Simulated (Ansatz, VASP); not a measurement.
# One calculation of TaN, two programs

The input INCAR:

```
ALGO = Normal
EDIFF = 1E-6
ENCUT = 520
GGA = PS
ISIF = 2
ISMEAR = 1
LASPH = T
LCHARG = F
LREAL = F
LWAVE = F
NBANDS = 33
NELM = 80
PREC = Accurate
SIGMA = 0.1
```

Contents of KPOINTS:

```
k-points
0
Gamma
  5 5 7
```

Contents of POSCAR:

```
TaN
1.0
    5.1960000000      0.0000000000      0.0000000000
   -2.5980000000      4.4998680000      0.0000000000
    0.0000000000      0.0000000000      2.9110000000
Ta N
3 3
Direct
    0.3333333333      0.6666666667      0.5000000000
    0.6666666667      0.3333333333      0.5000000000
    0.0000000000      0.0000000000      0.0000000000
    0.3928500000      0.0000000000      0.0000000000
    0.6071500000      0.6071500000      0.0000000000
    0.0000000000      0.3928500000      0.0000000000
```

Input for Ansatz:

```yaml
crystal:
  lattice:
    - [5.196, 0.0, 0.0]
    - [-2.598, 4.499868, 0.0]
    - [0.0, 0.0, 2.911]
  atoms:
    - { symbol: Ta, position: [0.3333333333333333, 0.6666666666666666, 0.5] }
    - { symbol: Ta, position: [0.6666666666666666, 0.3333333333333333, 0.5] }
    - { symbol: Ta, position: [0.0, 0.0, 0.0] }
    - { symbol: "N", position: [0.39285, 0.0, 0.0] }
    - { symbol: "N", position: [0.60715, 0.60715, 0.0] }
    - { symbol: "N", position: [0.0, 0.39285, 0.0] }
kpoints:
  mp_grid:
    grid: [5, 5, 7]
hamiltonian:
  xc: pbesol
scf:
  convergence:
    dr2_threshold: 1.0e-10
  occupations:
    method: methfessel_paxton
    width: 0.1
output:
  forces: true
  stress: true
```

Alike in both runs: task single point; functional PBEsol; k mesh 5 × 5 × 7; occupations methfessel-paxton of order 1, width 0.1 eV; no spin polarisation.

|  | VASP | Ansatz |
| --- | --- | --- |
| version | VASP 6.6.1 | Ansatz 0.2.0 |
| potentials or method | VASP PAW PBE potentials, release 64 (Ta_pv, N) | plane waves, PAW |
| plane-wave cutoff (eV) | 520 | 420 |
| valence electrons in the cell | 48 | 54 |

Ansatz gave:

* pressure (GPa): -3.8
* largest component of the traceless stress (GPa): 0.57
* rms of the force components (eV/Å): 0.006

What did VASP give for the same quantities?

Pressure (GPa): -3.0; largest component of the traceless stress (GPa): 0.63; rms of the force components (eV/Å): 0.010.

Atom by atom the forces differ by 0.004 eV/Å (rms over components). With one functional, cell and mesh, what is left measures potentials, basis and numerics. The two sets of potentials don't hold the same shells in valence.

Caveats: the PAW data sets were made with another functional, which shifts forces and pressure a little (VASP). Spin-orbit coupling is left out, which matters for the levels of Ta.
